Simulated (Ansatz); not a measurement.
# Co (P6_3/mmc) in Ansatz: relaxation of cell and atoms with r2SCAN

Aim: the relaxation of cell and atoms of Co with r2SCAN.

Program: Ansatz 0.2.0. These are calculated values, not measurements. Logs are shortened: lines on timing, memory, paths and dates and some standing lists are left out, and cuts for length are marked.

### Step 1. The crystal as given

It takes space group P6_3/mmc (No. 194, hexagonal). The conventional cell has a = 2.471 Å, b = 2.471 Å, c = 8.088 Å, α = 90.00°, β = 90.00°, γ = 120.00°. Co (site symmetry -6m2) is surrounded by 12 Co at 2.47 Å. Co (site symmetry -3m) is surrounded by 12 Co at 2.47 Å.

### Step 2. Relaxation of cell and atoms, r2SCAN, collinear spin, ferromagnetic start

input.yaml

```yaml
crystal:
  lattice:
    - [2.4705617809, 0.0, 0.0]
    - [-1.2352808905, 2.1395692639, 0.0]
    - [0.0, 0.0, 8.0882338]
  atoms:
    - { symbol: Co, position: [0.6666666667, 0.3333333333, 0.75], spin: 2.0 }
    - { symbol: Co, position: [0.0, 0.0, 0.5], spin: 2.0 }
    - { symbol: Co, position: [0.3333333333, 0.6666666667, 0.25], spin: 2.0 }
    - { symbol: Co, position: [0.0, 0.0, 0.0], spin: 2.0 }
hamiltonian:
  xc: r2scan
  pseudopotentials: { kind: paw }
magnetization:
  spin_polarized: true
kpoints:
  mp_grid: { grid: [12, 12, 4] }
scf:
  occupations: { method: fermi_dirac, width: 0.05 }
output:
  forces: true
  stress: true
relax:
  f_tol: 0.01
  max_steps: 40
  cell: { stress_tol: 0.05 }
```

Potentials or basis: Ansatz PAW.

Run with:

```
$ ansatz run input.yaml --threads 2 --pin off --max-ram 5120MiB --backend cpu --events-out ev --progress --plain --runs-dir out
```

Standard output:

```text
Warning: RAYON_NUM_THREADS=2 ignored (pool sized by the plan → 2); use --threads N
Engine: ansatz 0.2.0, aarch64-unknown-linux-gnu
Pseudopotentials: kind: paw
Pseudopotential: Co, paw, valence charge 17, recommended cutoff 500 eV (meta_gga), Co.paw.azcp
Functional definition: r2SCAN
  parameter k0 = 0.174
  parameter k1 = 0.065
  parameter a1 = 4.9479
  exchange = r2scan_x(k0 = k0, k1 = k1, a1 = a1)
  correlation = r2scan_c
Crystal: 4 atoms, lattice volume = 42.754 Å³
Basis set: ecut = 500 eV, 1091 PW (Γ), exchange–correlation on 80×80×240 points (64 copies of the dense FFT grid, shifted against one another)
Bands: 46, of which v1, the nominal top of the filled ones, is band 34 counted from 1 (33 counted from 0)
Symmetry: 24 space group operations
Space group: P63/mmc (ITA 194), of the structure as read, at distance tolerance 3.5e-5 Å
Magnetic group: BNS 194.263 (UNI 1493), of the structure as read, at distance tolerance 3.5e-5 Å
k-points: 57 of 576
Non-local potential: Co, projectors of the file, l = 0: 3, l = 1: 2, l = 2: 3, l = 3: 1
PAW form: soft (Blöchl's): semilocal exchange-correlation on the pseudo side does not see the compensation charge
PAW frozen core: Co, regenerated for the run's functional (the file was generated under x = pbe(κ = 0.804, μ = 0.2195149727645171), c = pbe(β = 0.06672455060314922))
PAW one-centre angular grid: Co, 590 points (default); XC on 160 Gauss nodes
Initial density: superposition of atomic densities (chi_scale 0.1, normalization cell)
Starting moments: Σ|m| = 8 μB on 4 of 4 sites
Initial wavefunctions: pseudopotential atomic-orbital guess
Functional: x = r2scan, c = r2scan; τ floored in thin density (d = 2e-4 eV/Å³)
SCF iter   1: F=—  HF=-20524.203227 eV  |F-HF|=—  |Δ(HF+E_count)|=         —  Δρ=1.04e-1 (↑2.09e-2 ↓1.04e-1)  dr2=3.87e0  dr2_τ=3.37e-2  dr2_m=7.24e-1  M=7.569 μB ∫|m|=8.007 μB  β_m=1.00  ethr=3.10e-3  ⟨swp⟩=6.0  Hψ=17911  notcnv=0  defer=8
Mixer restart at iter 1: flushing history
preconditioner: auto → Kerker (q_TF=auto, 2.948 Å⁻¹)  [metal: Δε(μ)=0.009 eV  Ē_g=9.870 eV  σ=0.050 eV  W_gap=0.04  n_scr=12 (ndim 8)  ℏωp=34.1 eV  f_vac=0.000  D(μ)=2.62/eV (n_scr^D=38)]
spin=Collinear: Kerker preconditioning applied to the charge; magnetization (m = ρ↑ − ρ↓) channel mixes plain (no charge-response kernel on spin).
SCF iter   2: F=—  HF=-20523.489725 eV  |F-HF|=—  |Δ(HF+E_count)|=   7.14e-1  Δρ=2.56e-2 (↑8.72e-3 ↓2.56e-2)  dr2=2.79e-1  dr2_τ=3.39e-2  dr2_m=6.01e-2  M=7.435 μB ∫|m|=8.325 μB  β_m=1.00  ethr=3.10e-3  ⟨swp⟩=2.5  Hψ=8874  notcnv=0  defer=443  κ⁻¹=1.0e0(r=1)
SCF iter   3: F=—  HF=-20524.080388 eV  |F-HF|=—  |Δ(HF+E_count)|=         —  Δρ=4.81e-2 (↑1.56e-2 ↓4.81e-2)  dr2=5.35e-1  dr2_τ=3.63e-3  dr2_m=3.26e-1  M=8.120 μB ∫|m|=9.129 μB  β_m=1.00  ethr=4.11e-4  ⟨swp⟩=2.3  Hψ=7454  notcnv=0  defer=446
Mixer restart at iter 3: flushing history
SCF iter   4: F=—  HF=-20526.129883 eV  |F-HF|=—  |Δ(HF+E_count)|=    2.05e0  Δρ=8.14e-2 (↑2.78e-2 ↓8.14e-2)  dr2=2.47e0  dr2_τ=1.04e-2  dr2_m=3.49e-1  M=7.166 μB ∫|m|=8.405 μB  β_m=1.00  ethr=7.35e-5  ⟨swp⟩=3.1  Hψ=11938  notcnv=0  defer=456
SCF iter   5: F=—  HF=-20525.998716 eV  |F-HF|=—  |Δ(HF+E_count)|=   1.31e-1  Δρ=2.52e-2 (↑1.86e-2 ↓2.52e-2)  dr2=5.02e-1  dr2_τ=2.75e-2  dr2_m=4.98e-3  M=7.108 μB ∫|m|=8.351 μB  β_m=1.00  ethr=7.35e-5  ⟨swp⟩=3.1  Hψ=12479  notcnv=0  defer=453  κ⁻¹=1.0e0(r=1)
SCF iter   6: F=—  HF=-20526.147884 eV  |F-HF|=—  |Δ(HF+E_count)|=   1.49e-1  Δρ=8.74e-3 (↑8.17e-3 ↓8.74e-3)  dr2=9.75e-2  dr2_τ=4.76e-4  dr2_m=1.13e-4  M=7.089 μB ∫|m|=8.315 μB  β_m=1.00  ethr=7.35e-5  ⟨swp⟩=2.9  Hψ=10923  notcnv=0  defer=406  κ⁻¹=4.9e-2(r=2)
SCF iter   7: F=—  HF=-20526.181041 eV  |F-HF|=—  |Δ(HF+E_count)|=   3.32e-2  Δρ=4.86e-3 (↑4.25e-3 ↓4.86e-3)  dr2=2.80e-2  dr2_τ=3.82e-4  dr2_m=5.93e-5  M=7.079 μB ∫|m|=8.277 μB  β_m=1.00  ethr=7.35e-5  ⟨swp⟩=2.5  Hψ=8984  notcnv=0  defer=407  κ⁻¹=2.3e-3(r=3)
SCF iter   8: F=—  HF=-20526.166562 eV  |F-HF|=—  |Δ(HF+E_count)|=   1.45e-2  Δρ=2.94e-3 (↑2.94e-3 ↓2.91e-3)  dr2=3.56e-3  dr2_τ=1.98e-4  dr2_m=1.25e-5  M=7.067 μB ∫|m|=8.225 μB  β_m=1.00  ethr=4.12e-5  ⟨swp⟩=2.0  Hψ=9131  notcnv=0  defer=407  κ⁻¹=2.7e-4(r=4)
SCF iter   9: F=—  HF=-20526.175742 eV  |F-HF|=—  |Δ(HF+E_count)|=   9.18e-3  Δρ=2.38e-3 (↑1.74e-3 ↓2.38e-3)  dr2=3.65e-3  dr2_τ=1.41e-5  dr2_m=4.87e-5  M=7.070 μB ∫|m|=8.224 μB  β_m=1.00  ethr=5.24e-6  ⟨swp⟩=2.0  Hψ=10108  notcnv=0  defer=407  κ⁻¹=3.8e-5(r=5)
SCF iter  10: F=—  HF=-20526.177189 eV  |F-HF|=—  |Δ(HF+E_count)|=   1.45e-3  Δρ=5.25e-4 (↑4.97e-4 ↓5.25e-4)  dr2=2.45e-4  dr2_τ=1.43e-6  dr2_m=7.40e-7  M=7.075 μB ∫|m|=8.245 μB  β_m=1.00  ethr=5.24e-6  ⟨swp⟩=2.3  Hψ=8020  notcnv=0  defer=407  κ⁻¹=8.8e-6(r=6)
SCF iter  11: F=—  HF=-20526.175403 eV  |F-HF|=—  |Δ(HF+E_count)|=   1.79e-3  Δρ=8.23e-4 (↑5.51e-4 ↓8.23e-4)  dr2=3.69e-4  dr2_τ=2.61e-6  dr2_m=9.57e-6  M=7.077 μB ∫|m|=8.255 μB  β_m=1.00  ethr=3.60e-7  ⟨swp⟩=2.0  Hψ=8891  notcnv=0  defer=407  κ⁻¹=3.8e-6(r=7)
SCF iter  12: F=—  HF=-20526.176675 eV  |F-HF|=—  |Δ(HF+E_count)|=   1.27e-3  Δρ=3.65e-4 (↑2.47e-4 ↓3.65e-4)  dr2=6.81e-5  dr2_τ=9.06e-7  dr2_m=1.98e-6  M=7.075 μB ∫|m|=8.248 μB  β_m=1.00  ethr=3.60e-7  ⟨swp⟩=2.0  Hψ=8627  notcnv=0  defer=407  κ⁻¹=1.3e-6(r=8)
SCF iter  13: F=—  HF=-20526.177042 eV  |F-HF|=—  |Δ(HF+E_count)|=   3.67e-4  Δρ=1.18e-4 (↑8.58e-5 ↓1.18e-4)  dr2=1.06e-5  dr2_τ=6.99e-8  dr2_m=1.50e-7  M=7.073 μB ∫|m|=8.241 μB  β_m=1.00  ethr=1.00e-7  ⟨swp⟩=2.0  Hψ=9229  notcnv=0  defer=407  κ⁻¹=4.5e-7(r=8)
[... 41 lines left out ...]
preconditioner: auto → none  [metal: Δε(μ)=0.008 eV  Ē_g=10.291 eV  σ=0.050 eV  W_gap=0.04  n_scr=4 (ndim 8)  ℏωp=34.1 eV  f_vac=0.000  D(μ)=2.70/eV (n_scr^D=38)]
SCF iter   2: F=—  HF=-20526.177154 eV  |F-HF|=—  |Δ(HF+E_count)|=   2.12e-6  Δρ=2.72e-5 (↑1.90e-5 ↓2.72e-5)  dr2=4.60e-7  dr2_τ=2.37e-9  dr2_m=7.23e-9  M=7.071 μB ∫|m|=8.237 μB  β_m=1.00  ethr=4.01e-10  ⟨swp⟩=2.4  Hψ=8328  notcnv=0  κ⁻¹=1.0e0(r=1)
SCF iter   3: F=—  HF=-20526.177153 eV  |F-HF|=—  |Δ(HF+E_count)|=   1.00e-7  Δρ=1.69e-5 (↑1.10e-5 ↓1.69e-5)  dr2=1.64e-7  dr2_τ=8.49e-10  dr2_m=3.64e-9  M=7.071 μB ∫|m|=8.237 μB  β_m=1.00  ethr=4.01e-10  ⟨swp⟩=1.6  Hψ=6221  notcnv=0  κ⁻¹=9.1e-4(r=2)
SCF iter   4: F=—  HF=-20526.177153 eV  |F-HF|=—  |Δ(HF+E_count)|=   1.99e-8  Δρ=1.18e-5 (↑7.79e-6 ↓1.18e-5)  dr2=7.83e-8  dr2_τ=4.90e-10  dr2_m=1.67e-9  M=7.071 μB ∫|m|=8.237 μB  β_m=1.00  ethr=2.42e-10  ⟨swp⟩=1.0  Hψ=5244  notcnv=0  κ⁻¹=8.0e-5(r=3)
SCF iter   5: F=—  HF=-20526.177153 eV  |F-HF|=—  |Δ(HF+E_count)|=   2.24e-8  Δρ=4.68e-6 (↑2.53e-6 ↓4.68e-6)  dr2=9.36e-9  dr2_τ=8.45e-11  dr2_m=4.97e-10  M=7.071 μB ∫|m|=8.237 μB  β_m=1.00  ethr=1.15e-10  ⟨swp⟩=2.2  Hψ=7445  notcnv=0  κ⁻¹=1.2e-5(r=4)
SCF iter   6: F=—  HF=-20526.177153 eV  |F-HF|=—  |Δ(HF+E_count)|=   3.52e-8  Δρ=4.57e-6 (↑2.92e-6 ↓4.57e-6)  dr2=1.30e-8  dr2_τ=2.99e-11  dr2_m=2.81e-10  M=7.071 μB ∫|m|=8.237 μB  β_m=1.00  ethr=1.38e-11  ⟨swp⟩=2.1  Hψ=7561  notcnv=0  κ⁻¹=1.0e-5(r=5)
SCF iter   7: F=—  HF=-20526.177154 eV  |F-HF|=—  |Δ(HF+E_count)|=   1.33e-8  Δρ=3.73e-6 (↑2.64e-6 ↓3.73e-6)  dr2=1.01e-8  dr2_τ=1.67e-11  dr2_m=1.25e-10  M=7.071 μB ∫|m|=8.237 μB  β_m=1.00  ethr=1.38e-11  ⟨swp⟩=2.3  Hψ=7328  notcnv=0  κ⁻¹=5.9e-6(r=6)
SCF iter   8: F=—  HF=-20526.177154 eV  |F-HF|=—  |Δ(HF+E_count)|=  7.64e-10  Δρ=1.53e-6 (↑1.17e-6 ↓1.53e-6)  dr2=1.73e-9  dr2_τ=9.19e-12  dr2_m=1.56e-11  M=7.071 μB ∫|m|=8.237 μB  β_m=1.00  ethr=1.38e-11  ⟨swp⟩=2.2  Hψ=7062  notcnv=0  κ⁻¹=2.1e-6(r=7)
SCF iter   9: F=—  HF=-20526.177154 eV  |F-HF|=—  |Δ(HF+E_count)|=  2.91e-10  Δρ=7.20e-7 (↑4.76e-7 ↓7.20e-7)  dr2=2.92e-10  dr2_τ=4.32e-12  dr2_m=6.74e-12  M=7.071 μB ∫|m|=8.237 μB  β_m=1.00  ethr=2.54e-12  ⟨swp⟩=2.4  Hψ=7663  notcnv=0  κ⁻¹=8.9e-7(r=8)
SCF iter  10: F=—  HF=-20526.177154 eV  |F-HF|=—  |Δ(HF+E_count)|=  5.82e-11  Δρ=4.77e-7 (↑3.39e-7 ↓4.77e-7)  dr2=1.27e-10  dr2_τ=2.14e-12  dr2_m=2.16e-12  M=7.071 μB ∫|m|=8.237 μB  β_m=1.00  ethr=1.00e-12  ⟨swp⟩=1.0  Hψ=5244  notcnv=0  κ⁻¹=4.8e-6(r=8)
SCF iter  11: F=—  HF=-20526.177154 eV  |F-HF|=—  |Δ(HF+E_count)|=  2.91e-10  Δρ=6.66e-8 (↑5.62e-8 ↓6.66e-8)  dr2=2.24e-12  dr2_τ=2.14e-13  dr2_m=4.43e-13  M=7.071 μB ∫|m|=8.237 μB  β_m=1.00  ethr=1.00e-12  ⟨swp⟩=1.0  Hψ=5244  notcnv=0  κ⁻¹=1.7e-6(r=8)
SCF iter  12: F=—  HF=-20526.177154 eV  |F-HF|=—  |Δ(HF+E_count)|=  7.28e-11  Δρ=4.04e-8 (↑4.04e-8 ↓3.89e-8)  dr2=6.29e-13  dr2_τ=7.06e-14  dr2_m=2.29e-13  M=7.071 μB ∫|m|=8.237 μB  β_m=1.00  ethr=1.00e-12  ⟨swp⟩=1.0  Hψ=5244  notcnv=0  κ⁻¹=6.1e-7(r=8)
SCF iter  13: F=-20526.177154 eV  HF=-20526.177154 eV  |F-HF|=1.46e-11  |Δ(HF+E_count)|=  6.55e-11  Δρ=1.42e-7 (↑6.78e-8 ↓1.42e-7)  dr2=1.28e-11  dr2_τ=2.76e-14  dr2_m=7.02e-13  M=7.071 μB ∫|m|=8.237 μB  ethr=1.00e-12  ⟨swp⟩=3.0  Hψ=16022  notcnv=0
SCF 4 converged in 13 iterations: F = -20526.177154 eV  dr2 = 1.28e-11
relax step   4: F+E_penalty+E_count = -20526.17715350 eV  Δ(F+E_penalty+E_count) = +6.239e-5 eV  max|allowed force component| = 6.939e-18 eV/Å  Δτ_max = 0.0000 Å  P = -0.004 GPa  Ω = 42.686 Å³  stress off target by 1.24e-2 GPa  SCF on the basis re-selected at this cell (its energy is not comparable with the rows above)  (13 SCF iters)
basis re-selected at this cell: Δ(F+E_penalty+E_count) = +6.239e-5 eV, ΔP = -0.003 GPa vs the last step (what re-selecting the basis moved, of the pressure what is left beyond the Pulay correction that the steps carried, after the strain that the cell walked since its last selection, with what the two solves' SCF thresholds leave and, on support functions, any second-order correction that the steps lacked; it is no measure of the basis error at this ecutwfc). This SCF's stress stands 1.24e-2 GPa from its target on what of the cell is left free (relax.cell.stress_tol is 5.00e-2 GPa) and its largest allowed force component is 6.94e-18 eV/Å (relax.f_tol is 1.00e-2 eV/Å): within both
SCF converged after 13 iterations
Stability not checked: this state was not tested for a lower state beside it, because the mixer in use, unlike msr1, does not test its closes by its own steps (another_mixer; see scf.mixing.algorithm and scf.lower_state_search)
Magnetization: 7.0711 μB (37.5355 up, 30.4645 down)
Absolute magnetization: 8.2440 μB (∫|ρ↑−ρ↓|, with the PAW one-centre terms)
Spin contamination: 0.2504 ħ² per cell (⟨S²⟩ above its minimum at these occupations)
Per-site moments (μB) at R_I (Å): [(1.9112811013295128, 1.0189473318487026), (1.8813948612751166, 1.0189473318487026), (1.9112811013295123, 1.0189473318487026), (1.8813948612751155, 1.0189473318487026)]
Free energy (F): -20526.177154 eV
Harris-Foulkes:  -20526.177154 eV  (|F-HF|=1.46e-11)
Internal energy: -20526.155214 eV  (E = F + TS)
E sigma→0 (E₀):  -20526.166184 eV
Entropy (-TS):   -0.021939 eV (-5.485 meV/atom)
Fermi energy:    19.260106 eV
--- Per-component energies (eV) ---
  E_band       = -1052.462896
  E_kinetic    = 1817.678103
  E_local      = -11240.795061  (includes V_loc(G=0)·N_el)
  E_nonlocal   = 1824.591210
  E_hartree    = 4718.697066
  E_xc         = -631.240162
  E_vxc        = -920.793137  (∫ρ·V_xc dr)
  E_paw        = -6095.282434  (= ΣΔE_a)
  E_vpaw       = -2029.479912  (= ΣTr[D̂ρ^β])
  E_aug_tail   = 0.000148  (compensation charges beyond the density's cutoff)
  E_vtau       = 58.941169  (kinetic-family band-sum trace: ∫τ·v_τ [+ j·A + Jᵃ·Aᵃ] dr)
  E_ewald      = -10918.623260
  E_core_change = -1.180825  (= ΣΔE_core)
  E_smearing   = -0.021939  (= −TS)
  E_closure    = 0.000000  (closes the sum)
  Σ components = -20526.177154   (vs F -20526.177154, Δ=0.00e0)
--- Forces (eV/Å), atoms counted from 1 ---
  atom   1  Co     0.00000000     0.00000000     0.00000000
  atom   2  Co    -0.00000000     0.00000000     0.00000000
  atom   3  Co    -0.00000000    -0.00000000     0.00000000
  atom   4  Co    -0.00000000     0.00000000     0.00000000
  max |Σ_I F_I| component: 9.25e-18 eV/Å
--- Stress (GPa, compression-positive) ---
       -0.000458      -0.000000       0.000000
       -0.000000      -0.000458       0.000000
        0.000000       0.000000      -0.012428
  P = ⅓ Tr σ = -0.0044 GPa (-0.044 kbar)
--- Relaxed structure (3 steps of the walk, 3 accepted, 1 SCFs on fresh bases) ---
  F+E_penalty+E_count = -20526.17715350 eV   max|allowed force component| = 6.939e-18 eV/Å   (the final SCF, on the basis selected at the relaxed cell)
  cell:  # Å, volume = 42.6863 Å³
    - [2.4701753499362487, 2.886304713581083e-11, 0.0]
    - [-1.2350876749931203, 2.139234604832475, 0.0]
    - [0.0, 0.0, 8.077970006630842]
  atoms:
    - { symbol: Co, position: [0.6666666666666666, 0.33333333333333337, 0.75] }
    - { symbol: Co, position: [-2.8903501704087263e-36, -3.7506185179522644e-36, 0.5] }
    - { symbol: Co, position: [0.3333333333333333, 0.6666666666666667, 0.25] }
    - { symbol: Co, position: [-1.643150413388938e-36, -9.376546294955981e-36, -1.240182390253958e-37] }
```

It took 73 s on 2 threads of Arm Neoverse V1, shared host; peak memory 0.59 GiB.

What came out:

| Property | Result |
| --- | --- |
| Free energy | -20526.1772 eV |
| Relaxed volume | 10.67 Å³/atom |
| Relaxed cell | a = 2.470 Å, b = 2.470 Å, c = 8.078 Å, α = 90.00°, β = 90.00°, γ = 120.00° |
| Space group after relaxing (to 0.05 Å) | P6_3/mmc (No. 194) |
| Energy gained by relaxing | 0.0 meV/atom |
| Ionic steps | 4 |
| Pressure after relaxing | 0.0 GPa |
| Net moment | 7.07 μB per cell |
| Absolute moment | 8.24 μB per cell |
| Site moments | Co +1.91, +1.88 μB |

The path:
```csv
step,energy change (eV),largest force (eV/Å),volume (Å³)
1,0.0000,0.0000,42.75
2,-0.0001,0.0000,42.72
3,-0.0002,0.0000,42.69
4,-0.0001,0.0000,42.69
```

Final structure:
```cif
data_structure
_symmetry_space_group_name_H-M 'P 1'
_symmetry_Int_Tables_number 1
_cell_length_a 2.4702
_cell_length_b 2.4702
_cell_length_c 8.0780
_cell_angle_alpha 90.000
_cell_angle_beta 90.000
_cell_angle_gamma 120.000
_cell_volume 42.69
loop_
_atom_site_label
_atom_site_type_symbol
_atom_site_fract_x
_atom_site_fract_y
_atom_site_fract_z
_atom_site_occupancy
Co1 Co 0.66667 0.33333 0.75000 1
Co2 Co 0.00000 0.00000 0.50000 1
Co3 Co 0.33333 0.66667 0.25000 1
Co4 Co 0.00000 0.00000 0.00000 1
```

Caveat: the magnetic or orbital state may not be the lowest; the plane-wave basis is chosen anew once the cell has moved, so the energies of steps on either side of that aren't comparable; the PAW data sets come from PBE, with cores solved anew for the run's functional, which leaves a small shift of forces and pressure.
